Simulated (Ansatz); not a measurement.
# How settings move the G0W0 gap of NaCl (Fm-3m)

A 2-atom cell of NaCl started from a crystallographic database, relaxed with r2SCAN; one-shot G0W0 in Ansatz without spin-orbit coupling. Calculated for a static, non-magnetic cell.

```cif
data_structure
_symmetry_space_group_name_H-M 'Fm-3m'
_symmetry_Int_Tables_number 225
_cell_length_a 5.6055
_cell_length_b 5.6055
_cell_length_c 5.6055
_cell_angle_alpha 90.000
_cell_angle_beta 90.000
_cell_angle_gamma 90.000
_cell_volume 176.13
loop_
_atom_site_label
_atom_site_type_symbol
_atom_site_symmetry_multiplicity
_atom_site_Wyckoff_symbol
_atom_site_fract_x
_atom_site_fract_y
_atom_site_fract_z
_atom_site_occupancy
Na1 Na 4 a 0.00000 0.00000 0.00000 1
Cl1 Cl 4 b 0.50000 0.00000 0.00000 1
```

Gaps are read over the mesh points alone. G0W0 values are finite-basis, finite-mesh values.
```json
{"start": "PBE", "potentials": "PAW", "frequency model": "contour deformation", "mesh": "6×6×6", "empty bands": "99", "screening cutoff (eV)": "100", "Kohn-Sham gap (eV)": "5.18", "G0W0 gap (eV)": "7.83"}
{"start": "PBE", "potentials": "PAW", "frequency model": "contour deformation", "mesh": "6×6×6", "empty bands": "241", "screening cutoff (eV)": "180", "Kohn-Sham gap (eV)": "5.18", "G0W0 gap (eV)": "7.99"}
{"start": "PBE", "potentials": "PAW", "frequency model": "contour deformation", "mesh": "6×6×6", "empty bands": "468", "screening cutoff (eV)": "260", "Kohn-Sham gap (eV)": "5.18", "G0W0 gap (eV)": "8.07"}
{"start": "HSE06", "potentials": "PAW", "frequency model": "contour deformation", "mesh": "6×6×6", "empty bands": "241", "screening cutoff (eV)": "180", "Kohn-Sham gap (eV)": "6.56", "G0W0 gap (eV)": "8.66"}
{"start": "r2SCAN", "potentials": "PAW", "frequency model": "contour deformation", "mesh": "6×6×6", "empty bands": "241", "screening cutoff (eV)": "180", "Kohn-Sham gap (eV)": "5.98", "G0W0 gap (eV)": "8.44"}
{"start": "PBE0", "potentials": "PAW", "frequency model": "contour deformation", "mesh": "6×6×6", "empty bands": "241", "screening cutoff (eV)": "180", "Kohn-Sham gap (eV)": "7.28", "G0W0 gap (eV)": "8.87"}
{"start": "PBE", "potentials": "PAW", "frequency model": "Godby-Needs pole", "mesh": "6×6×6", "empty bands": "241", "screening cutoff (eV)": "180", "Kohn-Sham gap (eV)": "5.18", "G0W0 gap (eV)": "7.98"}
{"start": "PBE", "potentials": "PAW", "frequency model": "contour deformation", "mesh": "8×8×8", "empty bands": "71", "screening cutoff (eV)": "80", "Kohn-Sham gap (eV)": "5.18", "G0W0 gap (eV)": "7.75"}
{"start": "PBE", "potentials": "norm-conserving", "frequency model": "contour deformation", "mesh": "6×6×6", "empty bands": "241", "screening cutoff (eV)": "180", "Kohn-Sham gap (eV)": "5.18", "G0W0 gap (eV)": "7.99"}
```

The quasiparticle gap on this mesh is 8.07 eV (direct at Γ), against 5.18 eV from PBE: +2.89 eV. Renormalisation factors Z lie between 0.79 and 0.86.

Raising bands and cutoff together moves the gap by +0.16 eV (100 to 180 eV), then +0.08 eV (180 to 260 eV); the last step is still large, so the basis limit isn't reached. Starting from HSE06 (6.56 eV against PBE's 5.18 eV) gives 8.66 eV, +0.67 eV from G0W0@PBE at the same screening cutoff. Starting from r2SCAN (5.98 eV against PBE's 5.18 eV) gives 8.44 eV, +0.45 eV from G0W0@PBE at the same screening cutoff. Starting from PBE0 (7.28 eV against PBE's 5.18 eV) gives 8.87 eV, +0.88 eV from G0W0@PBE at the same screening cutoff. The Godby-Needs plasmon pole differs from contour deformation by -0.01 eV. Norm-conserving potentials (wave cutoff 1197 eV against 420 eV) shift the quasiparticle gap by 0.00 eV and the PBE gap by 0.00 eV. r2SCAN runs take a wave cutoff of 500 eV.
